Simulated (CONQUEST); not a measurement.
# HgSe (F-43m) in CONQUEST: equation of state

Aim: energy against volume of HgSe in PBEsol, for its equilibrium volume and stiffness.

Program: CONQUEST 1.3. These are calculated values, not measurements. Logs are shortened: lines on timing, memory, paths and dates and some standing lists are left out, and cuts for length are marked.

**The experiment to reproduce.**

“The pseudo-binary mercury chalcogenide alloy HgSe0.7S0.3 at high pressure: a mechanism of the zinc blende/cinnabar reconstructive phase transition”, 2002, arxiv:cond-mat/0209548 quotes, for a bulk crystal of HgSe: bulk modulus 51.6 ± 0.2 GPa.

The results are compared with them further down.

**1. The structure**

The structure is cubic, space group F-43m (No. 216). Conventional cell: a = 6.078 Å, b = 6.078 Å, c = 6.078 Å, α = 90.00°, β = 90.00°, γ = 90.00°. Hg (site symmetry -43m) has 4 Se at 2.63 Å as nearest neighbours. Se (site symmetry -43m) is surrounded by 4 Hg at 2.63 Å.

**2. Equation of state, PBEsol, 26.38 Å³/atom (volume scaled by 0.94)**

Contents of Conquest_input:

```
IO.Title HgSe
IO.Coordinates coords.dat
IO.FractionalAtomicCoords T
IO.Iprint 2
IO.Iprint_init 1
General.NumberOfSpecies 2
General.PseudopotentialType hamann
AtomMove.TypeOfRun static
AtomMove.FullStress T
Grid.PointsAlongX 48
Grid.PointsAlongY 48
Grid.PointsAlongZ 60
DM.SolutionMethod diagon
Diag.MPMesh T
Diag.GammaCentred T
Diag.MPMeshX 6
Diag.MPMeshY 6
Diag.MPMeshZ 5
Diag.kT 0.00183747
minE.SCTolerance 1e-6
SC.MaxIters 100
IO.AtomChargeOutput T
%block ChemicalSpeciesLabel
1 200.590 Hg
2 78.960 Se
%endblock
```

Contents of coords.dat:

```
    7.9558609272     0.0000000000     0.0000000000
    0.0000000000     7.9558609272     0.0000000000
    0.0000000000     0.0000000000    11.2512864238
4
  0.0000000000   0.0000000000   0.0000000000 1 T T T
  0.5000000000   0.5000000000   0.5000000000 1 T T T
  0.0000000000   0.5000000000   0.2500000000 2 T T T
  0.5000000000   0.0000000000   0.7500000000 2 T T T
```

Potentials or basis: PseudoDojo NC PBEsol, DZP, grid of 48 × 48 × 60 points.

Launch:

```
OMP_NUM_THREADS=1 Conquest
```

What it wrote:

```text
Simulation cell dimensions:     7.9559 a0 x     7.9559 a0 x    11.2513 a0

      Atomic coordinates (a0)
         Atom         X         Y         Z  Species
            1    0.0000    0.0000    0.0000        1
            2    3.9779    3.9779    5.6256        1
            3    0.0000    3.9779    2.8128        2
            4    3.9779    0.0000    8.4385        2

         Monkhorst-Pack mesh:   6 x   6 x   5 gamma-centred
        This calculation includes non-local pseudopotentials,
         with a maximum core radius of      6.54087044

    Job title: HgSe
    Job to be run: static calculation

[... 5 lines left out ...]
      Using Fermi-Dirac smearing

    Integration grid size:     48 x   48 x   60

    Integration grid spacing:  0.166 a0 x 0.166 a0 x 0.188 a0

    Number of species:  2
    --------------------------------------------------------
    |   #  mass (au)  Charge (e)  SF Rad (a0)  NSF  Label  |
    --------------------------------------------------------
    |   1    200.590      20.000        6.751   19  Hg     |
    |   2     78.960      16.000        6.563   18  Se     |
    --------------------------------------------------------
          SCF tolerance:                 0.00000100
          SCF iterations:               100

    LibXC version:  6. 2. 2
    Using the GGA functional Perdew, Burke & Ernzerhof SOL
    Using the GGA functional Perdew, Burke & Ernzerhof SOL

           radial cut-off to be used is taken to be max PAO cut-off radius for this species:    6.540870

           greatest ang. mom. for making density from PAOs:  2

           radial cut-off to be used is taken to be max PAO cut-off radius for this species:    6.366323

           greatest ang. mom. for making density from PAOs:  2
    Minimum blocs/proc is     2160. Maximum blocs/proc is     2160
    set_atom_dens: In set_atomic_density, electrons :      72.000000000000
 matrix_size & matrix_size_padH =           74          74

    Screened ion int: energy:    -448.793799376352 Ha

    new_SC_potl: Starting.  Tolerance:  0.10000E-05

    PulayMixSC: Starting Pulay mixing, A_up =  0.500 A_dn =  0.500
    PulayMixSC: Spin non-polarised calculation.
          Harris-Foulkes Energy            :      -575.313663778866044 Ha
          GroundState Energy (E-(1/2)TS)   :      -575.313689378831896 Ha
          Free Energy (E-TS)               :      -575.313714978797861 Ha
          DFT Total Energy                 :      -575.257419280829367 Ha
          Total number of electrons        :        71.999999999997428
    PulayMixSC: Pulay iteration     1 residual:              0.12279E-02
          Harris-Foulkes Energy            :      -575.290833841766471 Ha
          GroundState Energy (E-(1/2)TS)   :      -575.290859305423396 Ha
          Free Energy (E-TS)               :      -575.290884769080321 Ha
          DFT Total Energy                 :      -575.287330595156050 Ha
          Total number of electrons        :        72.000024440342443
    PulayMixSC: Pulay iteration     2 residual:              0.51338E-03
          Harris-Foulkes Energy            :      -575.289226618876569 Ha
          GroundState Energy (E-(1/2)TS)   :      -575.289252153847542 Ha
          Free Energy (E-TS)               :      -575.289277688818515 Ha
          DFT Total Energy                 :      -575.289028664394550 Ha
          Total number of electrons        :        72.000034781576119
    PulayMixSC: Pulay iteration     3 residual:              0.22117E-03
          Harris-Foulkes Energy            :      -575.289053775841353 Ha
          GroundState Energy (E-(1/2)TS)   :      -575.289079315089111 Ha
          Free Energy (E-TS)               :      -575.289104854336870 Ha
          DFT Total Energy                 :      -575.289052792695315 Ha
          Total number of electrons        :        72.000047759256546
    PulayMixSC: Pulay iteration     4 residual:              0.15291E-04
          Harris-Foulkes Energy            :      -575.289053238958218 Ha
          GroundState Energy (E-(1/2)TS)   :      -575.289078774526047 Ha
          Free Energy (E-TS)               :      -575.289104310093876 Ha
          DFT Total Energy                 :      -575.289053111222415 Ha
          Total number of electrons        :        72.000048005771674
    PulayMixSC: Pulay iteration     5 residual:              0.59343E-05
          Harris-Foulkes Energy            :      -575.289053324325664 Ha
          GroundState Energy (E-(1/2)TS)   :      -575.289078858123048 Ha
          Free Energy (E-TS)               :      -575.289104391920432 Ha
          DFT Total Energy                 :      -575.289053322557720 Ha
          Total number of electrons        :        72.000048778721933
    PulayMixSC: Pulay iteration     6 residual:              0.24196E-06
    PulayMixSC: Reached SCF tolerance of  0.24196E-06 after      6 iterations
      | Number of electrons      =        72.000049
      |* band energy as 2Tr[K.H] =       -99.861105772339243 Ha
      |  screened ion-ion energy =      -448.793799376352467 Ha
      |  Ha correction           =         1.838949717368550 Ha
      |  XC correction           =       -28.473106046629191 Ha
      | GS Energy as E-(1/2)TS   =      -575.289078858123048 Ha
      | Free Energy as E-TS      =      -575.289104391920432 Ha
      |* Harris-Foulkes energy   =      -575.289053324325664 Ha
      |* DFT total energy        =      -575.289053322557720 Ha
      |  estimated accuracy      =        -0.000000001767944 Ha

    force: Forces on atoms (Ha/a0)
    force:  Atom   X              Y              Z
    force:     1  -0.0000000000  -0.0000000000  -0.0000000000
    force:     2  -0.0000000000  -0.0000000000  -0.0000000000
    force:     3  -0.0000000000  -0.0000000000   0.0000000000
    force:     4  -0.0000000000  -0.0000000000  -0.0000000000

    force: Maximum force :        0.00000000(Ha/a0) on atom         1 in z direction
    force: Force Residual:        0.00000000 Ha/a0
    force: Total stress:         -7.22295058    -0.00000000     0.00000000 GPa
                            -0.00000000    -7.22295058     0.00000000
                             0.00000000     0.00000000    -7.14217354
    force: Average pressure:      7.19602490 GPa

    force: Finished force
    get_E_and_F: Change in energy during last step of electronic optimisation: -0.85367E-07

    BIBLIOGRAPHY: Please consider citing the following references in the conquest.bib file

    CONQUEST:         Bowler2002pt, Miyazaki2004, Nakata2020
    Basis:            Bowler2019
    DM:               Bowler:2006xr
    Pseudopotentials: Hamann2013, Bowler2019
    XC references from LibXC:
```

It took 46 s on 1 thread of Intel Xeon Platinum 8488C (Sapphire Rapids), shared host; peak memory 0.71 GiB.

What came out:

* Free energy: -15654.4140 eV
* Pressure: 7.2 GPa
* Band gap on the k mesh: none (metal or under the smearing width)
* Mulliken charges: Hg +0.53; Se -0.53 e

Caveat: Mulliken charges move with the basis; the basis of atomic orbitals isn't converged, which shifts pressures, moduli and gaps; the real-space grid breaks the cell's symmetry a little.

**3. Equation of state, PBEsol, 26.94 Å³/atom (volume scaled by 0.96)**

Conquest_input is that of step 2.

Contents of coords.dat:

```
    8.0118899628     0.0000000000     0.0000000000
    0.0000000000     8.0118899628     0.0000000000
    0.0000000000     0.0000000000    11.3305234458
4
  0.0000000000   0.0000000000   0.0000000000 1 T T T
  0.5000000000   0.5000000000   0.5000000000 1 T T T
  0.0000000000   0.5000000000   0.2500000000 2 T T T
  0.5000000000   0.0000000000   0.7500000000 2 T T T
```

Potentials or basis: PseudoDojo NC PBEsol, DZP, grid of 48 × 48 × 60 points.

Launch:

```
OMP_NUM_THREADS=1 Conquest
```

Wall time 47 s (1 thread of Intel Xeon Platinum 8488C (Sapphire Rapids), shared host); peak memory 0.71 GiB.

It converged, with:

* Free energy: -15654.5024 eV
* Pressure: 5.4 GPa
* Band gap on the k mesh: none (metal or under the smearing width)
* Mulliken charges: Hg +0.52; Se -0.52 e

Caveat: Mulliken charges move with the basis; the basis of atomic orbitals isn't converged, which shifts pressures, moduli and gaps.

**4. Equation of state, PBEsol, 27.51 Å³/atom (volume scaled by 0.98)**

Conquest_input is that of step 3.

Contents of coords.dat:

```
    8.0671461224     0.0000000000     0.0000000000
    0.0000000000     8.0671461224     0.0000000000
    0.0000000000     0.0000000000    11.4086674562
4
  0.0000000000   0.0000000000   0.0000000000 1 T T T
  0.5000000000   0.5000000000   0.5000000000 1 T T T
  0.0000000000   0.5000000000   0.2500000000 2 T T T
  0.5000000000   0.0000000000   0.7500000000 2 T T T
```

Launch:

```
OMP_NUM_THREADS=1 Conquest
```

It took 59 s on 1 thread of Intel Xeon Platinum 8488C (Sapphire Rapids), shared host; peak memory 0.71 GiB.

It converged, with:

- Free energy: -15654.5674 eV
- Pressure: 3.9 GPa
- Band gap on the k mesh: none (metal or under the smearing width)
- Mulliken charges: Hg +0.51; Se -0.51 e

Caveat: Mulliken charges move with the basis; the basis of atomic orbitals isn't converged, which shifts pressures, moduli and gaps.

**5. Equation of state, PBEsol, 28.07 Å³/atom**

Conquest_input is that of step 4.

Contents of coords.dat:

```
    8.1216555200     0.0000000000     0.0000000000
    0.0000000000     8.1216555200     0.0000000000
    0.0000000000     0.0000000000    11.4857553855
4
  0.0000000000   0.0000000000   0.0000000000 1 T T T
  0.5000000000   0.5000000000   0.5000000000 1 T T T
  0.0000000000   0.5000000000   0.2500000000 2 T T T
  0.5000000000   0.0000000000   0.7500000000 2 T T T
```

Launch:

```
OMP_NUM_THREADS=1 Conquest
```

It took 60 s on 1 thread of Intel Xeon Platinum 8488C (Sapphire Rapids), shared host; peak memory 0.71 GiB.

Results (log left out):

| Quantity | Value |
| --- | --- |
| Free energy | -15654.6124 eV |
| Pressure | 2.6 GPa |
| Band gap on the k mesh | none (metal or under the smearing width) |
| Mulliken charges | Hg +0.50; Se -0.50 e |

Caveat: Mulliken charges move with the basis; the basis of atomic orbitals isn't converged, which shifts pressures, moduli and gaps.

**6. Equation of state, PBEsol, 28.63 Å³/atom (volume scaled by 1.02)**

Conquest_input is that of step 5.

Contents of coords.dat:

```
    8.1754428856     0.0000000000     0.0000000000
    0.0000000000     8.1754428856     0.0000000000
    0.0000000000     0.0000000000    11.5618222075
4
  0.0000000000   0.0000000000   0.0000000000 1 T T T
  0.5000000000   0.5000000000   0.5000000000 1 T T T
  0.0000000000   0.5000000000   0.2500000000 2 T T T
  0.5000000000   0.0000000000   0.7500000000 2 T T T
```

Potentials or basis: PseudoDojo NC PBEsol, DZP, grid of 48 × 48 × 60 points.

Launch:

```
OMP_NUM_THREADS=1 Conquest
```

Run time: 50 s. Hardware: 1 thread of Intel Xeon Platinum 8488C (Sapphire Rapids), shared host; peak memory 0.68 GiB.

Results (log left out):

```yaml
Free_energy: -15654.6396 eV
Pressure: 1.3 GPa
Band_gap_on_the_k_mesh: none (metal or under the smearing width)
Mulliken_charges: Hg +0.49; Se -0.49 e
```

Caveat: Mulliken charges move with the basis; the basis of atomic orbitals isn't converged, which shifts pressures, moduli and gaps; the real-space grid breaks the cell's symmetry a little.

**7. Equation of state, PBEsol, 29.19 Å³/atom (volume scaled by 1.04)**

Conquest_input is that of step 6.

Contents of coords.dat:

```
    8.2285316648     0.0000000000     0.0000000000
    0.0000000000     8.2285316648     0.0000000000
    0.0000000000     0.0000000000    11.6369010787
4
  0.0000000000   0.0000000000   0.0000000000 1 T T T
  0.5000000000   0.5000000000   0.5000000000 1 T T T
  0.0000000000   0.5000000000   0.2500000000 2 T T T
  0.5000000000   0.0000000000   0.7500000000 2 T T T
```

Launch:

```
OMP_NUM_THREADS=1 Conquest
```

It took 54 s on 1 thread of Intel Xeon Platinum 8488C (Sapphire Rapids), shared host; peak memory 0.66 GiB.

The run converged. Its results:

```
Free energy            : -15654.6503 eV
Pressure               : 0.2 GPa
Band gap on the k mesh : none (metal or under the smearing width)
Mulliken charges       : Hg +0.48; Se -0.48 e
```

Caveat: Mulliken charges move with the basis; the basis of atomic orbitals isn't converged, which shifts pressures, moduli and gaps; the real-space grid breaks the cell's symmetry a little.

**8. Equation of state, PBEsol, 29.75 Å³/atom (volume scaled by 1.06)**

Conquest_input is that of step 7.

Contents of coords.dat:

```
    8.2809441076     0.0000000000     0.0000000000
    0.0000000000     8.2809441076     0.0000000000
    0.0000000000     0.0000000000    11.7110234663
4
  0.0000000000   0.0000000000   0.0000000000 1 T T T
  0.5000000000   0.5000000000   0.5000000000 1 T T T
  0.0000000000   0.5000000000   0.2500000000 2 T T T
  0.5000000000   0.0000000000   0.7500000000 2 T T T
```

Launch:

```
OMP_NUM_THREADS=1 Conquest
```

Wall time 54 s (1 thread of Intel Xeon Platinum 8488C (Sapphire Rapids), shared host); peak memory 0.66 GiB.

It converged, with:

```
Free energy            : -15654.6471 eV
Pressure               : -0.7 GPa
Band gap on the k mesh : none (metal or under the smearing width)
Mulliken charges       : Hg +0.47; Se -0.47 e
```

Caveat: Mulliken charges move with the basis; the basis of atomic orbitals isn't converged, which shifts pressures, moduli and gaps.

**9. Equation of state, PBEsol**

Potentials or basis: PseudoDojo NC PBEsol, DZP, grid of 48 × 48 × 60 points.

This step only gathers the single runs of the series.

What came out:

| Quantity | Value |
| --- | --- |
| Equilibrium volume | 29.33 Å³/atom |
| Bulk modulus | 51 GPa |
| Pressure derivative of the bulk modulus | 5.2 (rough: it moves with the points fitted) |

Energy against volume, from the lowest point:
```tsv
volume (Å³/atom)	energy (meV/atom)
26.383	59.07
26.944	36.97
27.505	20.74
28.067	9.49
28.628	2.68
29.189	0.00
29.751	0.81
```

Caveat: the DZP basis gives volumes some 2 % larger than converged bases do, and moduli off by several per cent; the basis of atomic orbitals isn't converged, which shifts pressures, moduli and gaps.

**10. How close it comes**

Step 9. A measured bulk modulus of HgSe is 51.6 GPa (quoted in “The pseudo-binary mercury chalcogenide alloy HgSe0.7S0.3 at high pressure: a mechanism of the zinc blende/cinnabar reconstructive phase transition”, 2002, arxiv:cond-mat/0209548); the calculated 51 GPa misses it by -0.5 %. The fit is for a static lattice scaled at fixed shape and fixed fractional positions.
